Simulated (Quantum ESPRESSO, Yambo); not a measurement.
# Excitons of InP (F-43m) on ever denser meshes, part 2 of 3

Wanted: excitons and ε₂ of InP (F-43m), with cost.

Quantum ESPRESSO 7.5 and Yambo 5.3.0; PBE and many-body steps on it, plane waves. Known limits of the many-body steps: not at the basis limit; mesh may overstate the screening; no spin-orbit coupling in some runs; coarse k mesh; bindings not settled in the k mesh.

So far. Step 4 (Screening and self-energy, 4×4×4 mesh, 127 bands …): The gap on the mesh goes from 0.69 eV to 1.37 eV, a correction of +0.69 eV. Step 5 (Empty states on the mesh, 4×4×4 mesh, 48 bands): On this mesh the gap is 0.659 eV.

### Step 7. Excitons

Light makes an electron and a hole together. The Bethe-Salpeter equation adds their screened attraction and their exchange, in a window of bands around the gap.

This step: Bethe-Salpeter equation on PBE with a scissors shift with spin-orbit coupling, plane waves, norm-conserving pseudopotentials.

bse3.in reads:

```
optics
bss
bse
em1s
dipoles
rim_cut
RandQpts= 1000000
RandGvec= 1 RL
Chimod= "HARTREE"
BSKmod= "SEX"
BSEmod= "resonant"
BSSmod= "d"
BSENGexx= 20 Ry
BSENGBlk= 4 Ry
% BSEQptR
 1 | 1 |
%
% BSEBands
 21 | 28 |
%
% BEnRange
 0 | 4 | eV
%
% BDmRange
 0.1 | 0.1 | eV
%
BEnSteps= 81
% BLongDir
 1 | 0 | 0 |
%
% BndsRnXs
 9 | 48 |
%
NGsBlkXs= 4 Ry
% LongDrXs
 1 | 1 | 1 |
%
% KfnQP_E
 0.687 | 1.0 | 1.0 |
%
WRbsWF
FFTGvecs= 36 Ry
```

On the command line:

```sh
OMP_NUM_THREADS=2 mpirun -n 2 yambo -F bse3.in -J bse3 -C bse3 > bse3.log
```

What it wrote:

```text
 Yambo, version 5.3.0

 [02] CORE Variables Setup
 =========================

  [... cell, symmetries and grids as in the set-up ...]

  [02.05] Energies & Occupations
  ==============================

  [X] === General ===
  [X] Electronic Temperature                        :  0.000000  0.000000 [eV K]
  [X] Bosonic    Temperature                        :  0.000000  0.000000 [eV K]
  [X] Finite Temperature mode                       : no
  [X] El. density                                   :  0.51453E+24 [cm-3]
  [X] Fermi Level                                   :  8.294648 [eV]

  [X] === Gaps and Widths ===
  [X] Conduction Band Min                           :  0.659271 [eV]
  [X] Valence Band Max                              :  0.000000 [eV]
  [X] Filled Bands                                  :  26
  [X] Empty Bands                                   :   27   48
  [X] Direct Gap                                    :  0.659271 [eV]
  [X] Direct Gap localized at k                     :  1
  [X] Indirect Gap                                  :  0.659271 [eV]
  [X] Indirect Gap between kpts                     :  1  1
  [X] Last valence band width                       :  2.861030 [eV]
  [X] 1st conduction band width                     :  3.600576 [eV]

 [03] Transferred momenta grid and indexing
 ==========================================

 [BZ sampling] Q-grid is User defined and/or read from the database

 IBZ Q-points                                      :   8
 BZ  Q-points                                      :   64

 K/Q-points units:
 rlu = crystal or reduced units; cc = cartesian coordinates; iku = interal k-units

 Q [1]          [rlu]:  0.000000  0.000000  0.000000
 Q [2]          [rlu]:  0.92257E-17  0.92257E-17  0.25000
 Q [3]          [rlu]: -0.18451E-16 -0.18451E-16 -0.50000
 Q [4]          [rlu]: -0.20327E-17  0.25000      0.25000
 Q [5]          [rlu]: -0.25051E-16  0.25000      0.50000
 Q [6]          [rlu]: -0.73963E-16  0.25000     -0.25000
 Q [7]          [rlu]:  0.40653E-17 -0.50000     -0.50000
 Q [8]          [rlu]:  0.250000 -0.500000 -0.250000

  [03.01] X + BSE indexes
  =======================

   [03.01.01] Sigma indexes
   ========================

 [04] Coloumb potential Random Integration (RIM)
 ===============================================

  [04.01] RIM initialization
  ==========================

  * Diagonal components only detected *

  8 x (sBL volume)        :  0.090926 [a.u.]
  sBZ random points       :  1000000
  Points outside the sBZ  :   7996195
  RL volume               :  0.727407 [a.u.]
  Integrated volume       :  0.727753 [a.u.]

  [04.02] RIM integrals
  =====================

  Gamma point sphere radius             :  0.081567 [a.u.]
  Points outside the sphere             :   799659
  [Int_sBZ(q=0) 1/q^2]*(Vol_sBZ)^(-1/3) =:  7.764404
                                 should be <:  7.795600

  Summary of Coulomb integrals for non-metallic bands |Q|[au] RIM/Bare

  Q [1] 0.100000E-4 0.995998 * Q [2] 0.245324 1.064860
  Q [4] 0.283276 1.063169 * Q [6] 0.400612 1.026099
  Q [5] 0.469759 1.019144 * Q [3] 0.490648 1.017217
  Q [7] 0.566551 1.014132 * Q [8] 0.633423 1.011005

 [05] External/Internal QP corrections
 =====================================

 [QP_apply] Action to be applied: USER defined scissor

  [05.01]  QP corrections report
  ==============================

  [K+QP] === General ===
  [K+QP] Electronic Temperature                     :  0.000000  0.000000 [eV K]
  [K+QP] Bosonic    Temperature                     :  0.000000  0.000000 [eV K]
  [K+QP] Finite Temperature mode                    : no
  [K+QP] El. density                                :  0.51453E+24 [cm-3]
  [K+QP] Fermi Level                                :  0.000000 [eV]

  [K+QP] === Gaps and Widths ===
  [K+QP] Conduction Band Min                        :  1.346271 [eV]
  [K+QP] Valence Band Max                           :  0.000000 [eV]
  [K+QP] Filled Bands                               :  26
  [K+QP] Empty Bands                                :   27   48
  [K+QP] Direct Gap                                 :  1.346271 [eV]
  [K+QP] Direct Gap localized at k                  :  1
  [K+QP] Indirect Gap                               :  1.346271 [eV]
  [K+QP] Indirect Gap between kpts                  :  1  1
  [K+QP] Last valence band width                    :  2.861030 [eV]
  [K+QP] 1st conduction band width                  :  3.600576 [eV]

  [coarse-grid] Minimum Bare Gap        [ev]:  0.659271
  [coarse-grid] Minimum Gap Correction  [ev]:  0.687000

  Eqp @ K [1]
  -114.9666 -114.9666  -78.0737  -78.0737  -71.4289  -71.4289  -71.4289  -71.4289
  -14.66581 -14.66581 -14.66581 -14.66581 -13.88241 -13.88241 -13.78124 -13.78124
   -13.7812     -13.7812     -11.5222     -11.5222    -0.988354E-1 -0.988353E-1 -0.404625E-6 -0.292710E-6
  -0.144995E-6   0.00000      1.34627      1.34627      4.43523      4.43523      4.89065      4.89065
    4.89065   4.89065   9.23499   9.23499  10.06428  10.06428  10.06428  10.06428
   11.83551  11.83551  11.89612  11.89612  11.89612  11.89613  14.56396  14.56398
  Eqp @ K [2]
[...]
Eqp @ K [3]
[...]
Eqp @ K [4]
[...]
Eqp @ K [5]
[...]
[... 2 further k-points ...]
  Eqp @ K [8]
[...]
-2.914387 -2.861030  4.946848  4.950315  5.011069  5.038989  6.080740  6.320708
    6.85114   6.89262  10.77528  10.81310  11.84244  11.96567  12.64398  12.68526
   12.70284  12.77082  15.12993  15.14404  17.23065  17.44920  17.98780  18.00347

 [06] Dipoles
 ============

  [06.01] Setup: observables and procedures
  =========================================

  [WARNING] [x,Vnl] slows the Dipoles computation. To neglect it rename the ns.kb_pp file

  [WARNING] [r,Vnl^pseudo] included in position and velocity dipoles.

  [WARNING] In case H contains other non local terms, these are neglected

 [07] Static Dielectric Matrix
 =============================

 [WR./bse3//ndb.em1s]------------------------------------------------------------
  Brillouin Zone Q/K grids (IBZ/BZ)                :    8   64    8   64
  RL vectors                                       :  1291 [WF]
  Coulomb cutoff potential                         : none
  Electronic Temperature                           :  0.000000 [K]
  Bosonic    Temperature                           :  0.000000 [K]
  Static diel. fun.  energies                      : Perdew, Burke & Ernzerhof(X)+Perdew, Burke & Ernzerhof(C)
  wavefunctions                                    : Perdew, Burke & Ernzerhof(X)+Perdew, Burke & Ernzerhof(C)
  Global Gauge                                     : length
  X matrix size                                    :   65
  X band range                                     :    9   48
  X e/h energy range                               : -1.000000 -1.000000 [eV]
  X Time ordering                                  : T
  X Hxc Kernel                                     : HARTREE
  X Drude frequency                                :  0.000000  0.000000
  X poles                                          :  100.0000 [o/o]
  RL vectors in the sum                            :  1291
  [r,Vnl] included                                 : yes
  Field direction                                  :  0.577350E-5  0.577350E-5  0.577350E-5
  BZ energy Double Grid                            : no
  BZ energy DbGd points                            : 0
  BZ Q point size factor                           : -1.000000
  X Optical Averaged directions                    : none

 [08] Bethe Salpeter Equation driver
 ===================================

  [08.01] Bethe Salpeter Equation @q1
  ===================================

   [08.01.01] Transition pre-analysis @q1
   ======================================

   [08.01.02] Transition Groups build-up @q1
   =========================================

   [BSK] Transition groups (total):  16
   [BSK] Size (resonant):   768
   [BSK]         (total):   768
   [BSK] N. of matrices :  1

   [08.01.03] Loading Dipoles @q1
   ==============================

   [08.01.04] Independent Particles properties @q1
   ===============================================

   ==========================================================

   [BSE] Exchange components :   537
   [BSE] Correlation components :   65  283

    [08.01.05.01] Screened interaction header I/O
    =============================================

    [08.01.05.02] Main kernel loop
    ==============================

    [08.01.05.03] Wave-Function Phases
    ==================================

    [BSE] WF phases found       :  37.36979 [o/o]

   [08.01.06] BSE solver(s) @q1
   ============================

   [08.01.07] Diago Solver @q1
   ===========================

 [11] Game Over & Game summary
```

Elapsed: 9.4 s, on 2 MPI ranks of Arm Neoverse V1, shared host; peak memory 0.57 GiB.

This step gave:

| Item | Value |
| --- | --- |
| transitions in the window | 768 |
| direct gap of the transition levels | 1.346 eV |
| lowest state | 1.277 eV |
| first strong exciton (over a fiftieth of the strongest listed) | 1.293 eV |
| binding of the lowest state below the direct gap | 0.06969 eV |
| Coulomb term of one mesh cell | 0.06470 eV |

The binding is 1.1 times the screened Coulomb term of one mesh cell (0.06 eV), so it is not shown settled.

The lowest state lies at 1.277 eV, 0.070 eV under the direct gap.

Lines within 3 meV are set at the lowest of them, and the highest group, which the list may cut short, is left out. Exciton lines, with heights relative to the strongest:

```csv
position (eV),lines merged,"strength, relative"
1.277,5,0.0
1.293,3,100
1.375,1,0.0
1.386,3,68
2.794,5,0.0
2.824,3,40
```

Field along x; broadening 0.1 eV; transition window only. Limits: finite bands, cutoff and mesh; mesh may overstate the screening; coarse k mesh; exciton not shown settled in the k mesh. The ε₂ by photon energy; read off at these points:

```csv
photon energy (eV),BSE,no electron-hole interaction
0.00,0.833,0.709
0.10,0.958,0.811
0.20,1.12,0.938
0.30,1.32,1.10
0.45,1.76,1.44
0.55,2.19,1.78
0.65,2.83,2.26
0.75,3.81,2.98
0.85,5.42,4.13
0.95,8.40,6.14
1.10,20.9,13.7
1.20,49.9,29.6
1.30,100,74.8
1.40,82.6,85.9
1.50,35.8,46.4
1.60,16.4,19.7
1.75,7.58,8.03
1.85,5.41,5.39
1.95,4.31,4.05
2.05,3.78,3.34
2.15,3.63,3.00
2.25,3.84,2.91
2.40,5.06,3.25
2.50,7.06,3.90
2.60,11.5,5.18
2.70,23.4,7.83
2.80,55.1,14.2
2.90,77.7,32.2
3.05,32.8,65.8
3.15,17.5,48.9
3.25,9.93,27.1
3.35,5.96,12.5
3.45,4.18,7.06
3.55,3.27,4.74
3.70,2.67,3.25
3.80,2.57,2.83
3.90,2.69,2.68
4.00,3.09,2.76
```

### Step 8. Empty states on the mesh, 6×6×6 mesh, 48 bands

This step: Quantum ESPRESSO 7.5; DFT, PBE with spin-orbit coupling, plane waves, norm-conserving pseudopotentials.

pw.in reads:

```
&control
  calculation = 'nscf'
  prefix = 'x'
  outdir = 'o'
  pseudo_dir = 'pseudo'
/
&system
  ibrav = 0
  nat = 2
  ntyp = 2
  ecutwfc = 80.0
  nbnd = 48
  force_symmorphic = .true.
  noncolin = .true.
  lspinorb = .true.
/
&electrons
  conv_thr = 1e-9
  electron_maxstep = 80
  diago_full_acc = .true.
  diago_thr_init = 5e-6
/
ATOMIC_SPECIES
  In 114.82 In.upf
  P 30.974 P.upf
CELL_PARAMETERS angstrom
  -0.0000000000 2.9343500000 2.9343500000
  2.9343500000 -0.0000000000 2.9343500000
  2.9343500000 2.9343500000 -0.0000000000
ATOMIC_POSITIONS crystal
  In 0.0000000000 0.0000000000 0.0000000000
  P 0.2500000000 0.2500000000 0.2500000000
K_POINTS automatic
  6 6 6 0 0 0
```

On the command line:

```sh
OMP_NUM_THREADS=1 mpirun -n 4 pw.x -nk 4 -in pw.in > pw.out
```

What it wrote:

```text
[banner, memory and clock lines left out]
Program PWSCF v.7.5 starts

     Atomic positions and unit cell read from directory:
     o/x.save/

     Message from routine setup:
     using ibrav=0 with symmetry is DISCOURAGED, use correct ibrav instead

     G-vector sticks info

     bravais-lattice index     =            0
     lattice parameter (alat)  =       7.8420  a.u.
     unit-cell volume          =     341.0062 (a.u.)^3
     number of atoms/cell      =            2
     number of atomic types    =            2
     number of electrons       =        26.00
[...]
k = 0.1179 0.1179-0.1179 (  4101 PWs)   bands (ev):

  -106.6719-106.6719 -69.7791 -69.7791 -63.1343 -63.1343 -63.1343 -63.1343
[...]
k = 0.2357 0.2357-0.2357 (  4128 PWs)   bands (ev):

  -106.6719-106.6719 -69.7791 -69.7791 -63.1344 -63.1344 -63.1343 -63.1343
[...]
14.5358  14.5358  17.1701  17.1701  17.3259  17.3259  17.3518  17.3942
    22.0755  22.0755  23.2303  23.2303  23.3318  23.3403  23.7826  23.7826

          k =-0.3536-0.3536 0.3536 (  4140 PWs)   bands (ev):

     [... further k-points ...]

     highest occupied, lowest unoccupied level (ev):     8.2946    8.9539

     XML data file, pseudopotentials, collected wavefunctions
```

The job ended after 11 s (4 MPI ranks; peak memory 0.38 GiB; 43 s of CPU time).

This step gave:

```yaml
gap: 0.6593 eV
k_of_the_valence_top: 0, 0, 0
k_of_the_conduction_bottom: 0, 0, 0
least_direct_gap: 0.6593 eV
k_points_computed: 16
lowest_point_of_the_top_converged_band_above_the_valence_top: 13.88 eV
```

On this mesh the gap is 0.659 eV.

### Step 9. Conversion and set-up

This step: Yambo 5.3.0; conversion and set-up on PBE with spin-orbit coupling, plane waves, norm-conserving pseudopotentials.

On the command line:

```sh
(cd o/x.save; p2y > p2y.log; mv SAVE ../..); yambo > setup.log
```

What it wrote:

```text
 Yambo, version 5.3.0

 [02] CORE Variables Setup
 =========================

  [02.01] Unit cells
  ==================

  Cell kind             :  FCC
  Atoms in the cell     :  In  P
  number of In atoms    :  1
  number of P  atoms    :  1

  List of atomic masses
  Mass of In    :  114.8200
  Mass of P     :  30.97400

  List of atomic coordinates    : [cc]
  In1       :  0.000000  0.000000  0.000000  order 1
  P1       :  2.772559  2.772559  2.772559  order 2

  Alat factors          :  5.545118  5.545118  5.545118 [a.u.]
  Direct lattice volume :  341.0062 [a.u.]
[...]
Q [ 1]         [rlu]:  0.000000  0.000000  0.000000
 Q [ 2]         [rlu]:  0.58858E-17  0.58858E-17  0.16667
 Q [ 3]         [rlu]:  0.11772E-16  0.11772E-16  0.33333
[...]
Q [ 8]         [rlu]: -0.18451E-16  0.16667     -0.33333
 Q [ 9]         [rlu]: -0.11772E-16  0.16667     -0.16667
 Q [10]         [rlu]: -0.27102E-17  0.33333      0.33333
     [... 4 further rows ...]
 Q [15]         [rlu]:  0.166667  0.333333 -0.333333
 Q [16]         [rlu]:  0.166667 -0.500000 -0.333333

  [03.01] X indexes
  =================

   [03.01.01] Sigma indexes
   ========================

 [06] Game Over & Game summary
```

It took 3.8 s on 1 MPI rank; peak memory 0.25 GiB.

### Step 10. k mesh (6×6×6)

This step: Bethe-Salpeter equation on PBE with a scissors shift with spin-orbit coupling, plane waves, norm-conserving pseudopotentials.

bse5.in, as its differences from bse3.in of step 7:

```diff
@@ -18,3 +18,3 @@
 % BSEBands
- 21 | 28 |
+ 23 | 28 |
 %
```

On the command line:

```sh
OMP_NUM_THREADS=2 mpirun -n 2 yambo -F bse5.in -J bse5 -C bse5 > bse5.log
```

What it wrote:

```text
 Yambo, version 5.3.0

 [02] CORE Variables Setup
 =========================

  [... cell, symmetries and grids as in the set-up ...]

  [02.05] Energies & Occupations
  ==============================

  [X] === General ===
  [X] Electronic Temperature                        :  0.000000  0.000000 [eV K]
  [X] Bosonic    Temperature                        :  0.000000  0.000000 [eV K]
  [X] Finite Temperature mode                       : no
  [X] El. density                                   :  0.51453E+24 [cm-3]
  [X] Fermi Level                                   :  8.294648 [eV]

  [X] === Gaps and Widths ===
  [X] Conduction Band Min                           :  0.659271 [eV]
  [X] Valence Band Max                              :  0.000000 [eV]
  [X] Filled Bands                                  :  26
  [X] Empty Bands                                   :   27   48
  [X] Direct Gap                                    :  0.659271 [eV]
  [X] Direct Gap localized at k                     :  1
  [X] Indirect Gap                                  :  0.659271 [eV]
  [X] Indirect Gap between kpts                     :  1  1
  [X] Last valence band width                       :  2.737748 [eV]
  [X] 1st conduction band width                     :  2.952959 [eV]

 [03] Transferred momenta grid and indexing
 ==========================================

 [BZ sampling] Q-grid is User defined and/or read from the database

 IBZ Q-points                                      :  16
 BZ  Q-points                                      :  216

 K/Q-points units:
 rlu = crystal or reduced units; cc = cartesian coordinates; iku = interal k-units

 Q [ 1]         [rlu]:  0.000000  0.000000  0.000000
 Q [ 2]         [rlu]:  0.58858E-17  0.58858E-17  0.16667
[...]
Global Gauge                                     : length
  X matrix size                                    :   65
  X band range                                     :    9   48
  X e/h energy range                               : -1.000000 -1.000000 [eV]
  X Time ordering                                  : T
  X Hxc Kernel                                     : HARTREE
  X Drude frequency                                :  0.000000  0.000000
  X poles                                          :  100.0000 [o/o]
  RL vectors in the sum                            :  1291
  [r,Vnl] included                                 : yes
  Field direction                                  :  0.577350E-5  0.577350E-5  0.577350E-5
  BZ energy Double Grid                            : no
  BZ energy DbGd points                            : 0
  BZ Q point size factor                           : -1.000000
  X Optical Averaged directions                    : none

 [08] Bethe Salpeter Equation driver
 ===================================

  [08.01] Bethe Salpeter Equation @q1
  ===================================

   [08.01.01] Transition pre-analysis @q1
   ======================================

   [08.01.02] Transition Groups build-up @q1
   =========================================

   [BSK] Transition groups (total):   32
   [BSK] Size (resonant):  1728
   [BSK]         (total):  1728
   [BSK] N. of matrices :  1

   [08.01.03] Loading Dipoles @q1
   ==============================

   [08.01.04] Independent Particles properties @q1
   ===============================================

   ==========================================================

   [BSE] Exchange components :   537
   [BSE] Correlation components :   65  283

    [08.01.05.01] Screened interaction header I/O
    =============================================

    [08.01.05.02] Main kernel loop
    ==============================

    [08.01.05.03] Wave-Function Phases
    ==================================

    [BSE] WF phases found       :  55.38194 [o/o]

   [08.01.06] BSE solver(s) @q1
   ============================

   [08.01.07] Diago Solver @q1
   ===========================

 [11] Game Over & Game summary
```

It took 50 s on 2 MPI ranks; peak memory 0.68 GiB; 2.7 min of CPU time.

Numbers from this step:

```
transitions in the window                                      : 1728
direct gap of the transition levels                            : 1.346 eV
lowest state                                                   : 1.262 eV
first strong exciton (over a fiftieth of the strongest listed) : 1.268 eV
binding of the lowest state below the direct gap               : 0.08403 eV
Coulomb term of one mesh cell                                  : 0.09350 eV
```

The binding is 0.90 times the screened Coulomb term of one mesh cell (0.09 eV), so it is not shown settled.

The lowest state lies at 1.262 eV, 0.084 eV under the direct gap.

The window of bands is narrower than in the first exciton run, so this row is not like for like with it.

[end of part 2 of 3]

[Paths, hosts, dates, memory and timing lines, banners, echoed tables and standing remarks are left out of the program output.]

[Logs are printed without paths, hosts, clocks, repeated set-up lines and the standing remarks that a program may print on its own settings, such as how far it seeks lower states.]

[Runs of the session that timed out or met a known fault of the program may be left out.]

[Hosts, paths, dates, database ids (printed as entryN), source tags and the programs' standing remarks are cut or masked in the printed files.]
